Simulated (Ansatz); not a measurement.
BaTiO3:

```
Ba Ti O
1.0
     3.99980    0.00000    0.00000
     0.00000    3.99980    0.00000
     0.00000    0.00000    4.01800
Ba Ti O
1 1 3
Direct
  0.00000 0.00000 0.00000
  0.50000 0.50000 0.49000
  0.00000 0.50000 0.51700
  0.50000 0.00000 0.51700
  0.50000 0.50000 0.01900
```

Below is the output of Ansatz 0.2.0 for this cell. Logs are shortened: lines on timing, memory, paths and dates and some standing lists are left out, and cuts for length are marked.

```text
Warning: RAYON_NUM_THREADS=2 ignored (pool sized by the plan → 2); use --threads N
Engine: ansatz 0.2.0, aarch64-unknown-linux-gnu
Pseudopotentials: kind: paw
Pseudopotential: Ba, paw, valence charge 10, recommended cutoff 420 eV (normal), Ba.paw.azcp
Pseudopotential: Ti, paw, valence charge 12, recommended cutoff 420 eV (normal), Ti.paw.azcp
Pseudopotential: O, paw, valence charge 6, recommended cutoff 420 eV (normal), O.paw.azcp
Functional definition: PBE
  parameter kappa = 0.804
  parameter beta = 0.06672455060314922
  exchange = pbe_x(kappa = kappa, mu = beta*pi^2/3)
  correlation = pbe_c(beta = beta)
Crystal: 5 atoms, lattice volume = 64.282 Å³
Basis set: ecut = 420 eV, 1237 PW (Γ), exchange–correlation on 54×54×54 points (8 copies of the dense FFT grid, shifted against one another)
Bands: 25, of which v1, the nominal top of the filled ones, is band 20 counted from 1 (19 counted from 0)
Symmetry: 8 space group operations
Space group: P4mm (ITA 99), of the structure as read, at distance tolerance 4.0e-5 Å
k-points: 40 of 343 (time reversal used)
Non-local potential: Ba, projectors of the file, l = 0: 3, l = 1: 2, l = 2: 2, l = 3: 2
Non-local potential: Ti, projectors of the file, l = 0: 3, l = 1: 2, l = 2: 3, l = 3: 1
Non-local potential: O, projectors of the file, l = 0: 2, l = 1: 2, l = 2: 1
PAW form: soft (Blöchl's): semilocal exchange-correlation on the pseudo side does not see the compensation charge
PAW one-centre angular grid: Ba, 194 points (default); XC on 64 Gauss nodes
PAW one-centre angular grid: Ti, 590 points (default); XC on 64 Gauss nodes
PAW one-centre angular grid: O, 110 points (default); XC on 64 Gauss nodes
Initial density: superposition of atomic densities (neutral atoms: chi_scale 0, normalization atom), corrected by the library's trained network
Initial wavefunctions: pseudopotential atomic-orbital guess
Functional: x = pbe(κ = 0.804, μ = 0.2195149727645171), c = pbe(β = 0.06672455060314922)
SCF iter   1: F=—  HF=-10159.578072 eV  |F-HF|=—  |Δ(HF+E_count)|=         —  Δρ=1.60e-3  dr2=1.00e-3  ethr=1.77e-3  ⟨swp⟩=6.0  Hψ=4985  notcnv=0
[... 115 lines left out ...]
Fermi energy:    11.861789 eV
--- Per-component energies (eV) ---
  E_band       = -117.266965
  E_kinetic    = 975.004880
  E_local      = -2053.028522  (includes V_loc(G=0)·N_el)
  E_nonlocal   = 203.908887
  E_hartree    = 807.314258
  E_xc         = -492.844816
  E_vxc        = -548.027181  (∫ρ·V_xc dr)
  E_paw        = -6745.204477  (= ΣΔE_a)
  E_vpaw       = -309.760917  (= ΣTr[D̂ρ^β])
  E_aug_tail   = 0.007449  (compensation charges beyond the density's cutoff)
  E_ewald      = -2854.639937
  E_smearing   = -0.000000  (= −TS)
  E_closure    = 0.000000  (closes the sum)
  Σ components = -10159.482280   (vs F -10159.482280, Δ=0.00e0)
--- Forces (eV/Å), atoms counted from 1 ---
  atom   1  Ba     0.00000000    -0.00000000    -0.00067656
  atom   2  Ti     0.00000000    -0.00000000     0.00169326
  atom   3  O     -0.00000000     0.00000000     0.00055726
  atom   4  O      0.00000000    -0.00000000     0.00055726
  atom   5  O      0.00000000    -0.00000000    -0.00213522
  max |Σ_I F_I| component: 4.00e-6 eV/Å
--- Stress (GPa, compression-positive) ---
       10.008866      -0.000000      -0.000000
       -0.000000      10.008866      -0.000000
       -0.000000      -0.000000      10.004450
  P = ⅓ Tr σ = 10.0074 GPa (100.074 kbar)
--- Band table (eV; the first three rows and the last of 40) ---
  k-point 0: bands = ["-45.4485", "-21.7261", "-21.6970", "-21.6970", "-13.6952", "-6.0653", "-5.4318", "-5.3982", "1.0892", "1.1062", "1.1062", "8.6126", "8.6315", "8.6315", "9.5947", "9.5947", "9.6616", "10.6757", "10.6873", "10.6873", "12.8078", "12.9843", "12.9843", "15.2091", "15.2613"]
  k-point 1: bands = ["-45.4483", "-21.7374", "-21.6966", "-21.6966", "-13.6685", "-6.0865", "-5.4116", "-5.3916", "1.1397", "1.1397", "1.1882", "8.2560", "8.5606", "8.5606", "9.3920", "9.3920", "9.4921", "10.2185", "10.5857", "10.5857", "12.8327", "13.3448", "13.3448", "15.2094", "15.7877"]
  k-point 2: bands = ["-45.4479", "-21.7626", "-21.6955", "-21.6955", "-13.6074", "-6.2093", "-5.3769", "-5.2752", "1.2177", "1.2177", "1.4079", "7.4796", "8.3336", "8.3336", "9.1022", "9.1022", "9.1545", "9.4680", "10.3844", "10.3844", "12.8903", "14.0557", "14.0557", "15.2108", "16.6768"]
  k-point 39: bands = ["-45.4454", "-21.7751", "-21.7516", "-21.7515", "-13.3841", "-5.2509", "-5.1596", "-5.1277", "0.3489", "0.3719", "0.4924", "6.4777", "7.0358", "7.0493", "8.3207", "8.5148", "8.5261", "10.6607", "10.6952", "10.7914", "15.2493", "15.2505", "15.2719", "17.9397", "18.1043"]
--- Relaxed structure (7 steps of the walk, 6 accepted, 2 SCFs on fresh bases) ---
  F+E_penalty+E_count = -10159.48227971 eV   max|allowed force component| = 2.134e-3 eV/Å   (the final SCF, on the basis selected at the relaxed cell)
  cell:  # Å, volume = 61.7262 Å³
    - [3.9413615950221885, -3.6537335056887425e-33, -1.3466073224097249e-17]
    - [-2.8845264518595334e-33, 3.9413615950221885, -1.4999537549669573e-32]
    - [-1.3527346920951734e-17, -1.5067788858085988e-32, 3.973534128946787]
  atoms:
    - { symbol: Ba, position: [5.935160082301942e-19, 1.7292104387171013e-33, 0.003040972566968928] }
    - { symbol: Ti, position: [0.5, 0.5, 0.4915997048288643] }
    - { symbol: O, position: [-4.882609994415004e-19, 0.5, 0.5144983180163077] }
    - { symbol: O, position: [0.5, -8.227743368347644e-34, 0.5144983180163077] }
    - { symbol: O, position: [0.5, 0.5, 0.019362686571551276] }
```

Question: Write the input and the command behind it.

Answer: Relaxation of cell and atoms with PBE, no spin polarisation. The files as run (others can give the same):

input.yaml
```yaml
crystal:
  lattice:
    - [3.9998, 0.0, 0.0]
    - [0.0, 3.9998, 0.0]
    - [0.0, 0.0, 4.018]
  atoms:
    - { symbol: Ba, position: [0.0, 0.0, 0.0] }
    - { symbol: Ti, position: [0.5, 0.5, 0.49] }
    - { symbol: O, position: [0.0, 0.5, 0.517] }
    - { symbol: O, position: [0.5, 0.0, 0.517] }
    - { symbol: O, position: [0.5, 0.5, 0.019] }
hamiltonian:
  xc: pbe
  pseudopotentials: { kind: paw }
kpoints:
  mp_grid: { grid: [7, 7, 7] }
scf:
  occupations: { method: fermi_dirac, width: 0.05 }
output:
  forces: true
  stress: true
  eigenvalues: true
relax:
  f_tol: 0.01
  max_steps: 40
  cell: { stress_tol: 0.05, p_target: 10.0 }
```

Potentials or basis: Ansatz PAW.
Run with:
```sh
$ ansatz run input.yaml --threads 2 --pin off --max-ram 5632MiB --backend cpu --events-out ev --progress --plain --runs-dir out
```

Caveat: odd divisions of the mesh miss points on the zone boundary, where band edges often lie, so the gap on the mesh can be too wide; the plane-wave basis is chosen anew once the cell has moved, so the energies of steps on either side of that aren't comparable; the pressure holds a Pulay correction of +0.6 GPa for the finite cutoff; spin-orbit coupling is left out, which moves the levels of the heavy elements.
